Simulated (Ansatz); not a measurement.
LiH:

```
CELL_PARAMETERS angstrom
0.00000 2.03675 2.03675
2.03675 0.00000 2.03675
2.03675 2.03675 0.00000
ATOMIC_POSITIONS crystal
Li 0.00000 0.00000 0.00000
H 0.50000 0.50000 0.50000
```

Program: Ansatz 0.2.0. Alike in all runs: no spin polarisation; cell as given.

Problem. Order these runs on this cell by their pressure, lowest first.
A. level RPBE+D3(BJ)-ATM; potentials or basis JTH PAW; k mesh 16 × 16 × 16; cutoff (eV) 1170; smearing cold 0.01 eV; other keys kpoints.mp_grid.grid = 16 × 16 × 16; scf.occupations.method = cold; …
B. level PBE+D3(BJ); potentials or basis JTH PAW; k mesh 11 × 11 × 11; cutoff (eV) 1170; smearing fixed; other keys scf.lower_state_search = light
C. level m-r2SCAN; potentials or basis PseudoDojo stringent (PBE files); k mesh 11 × 11 × 11; cutoff (eV) 1306; smearing tetrahedron uncorrected; points for each segment of the path 14; other keys crystal.symmetry = detect False; scf.occupations.width = left out; …

Solution. A (-14.1 GPa), B (-4.6 GPa), C (-1.5 GPa).

Caveats: the potentials were made for another functional, which shifts forces and pressure (some runs); the meta-GGA runs on potentials made for a GGA (some runs).
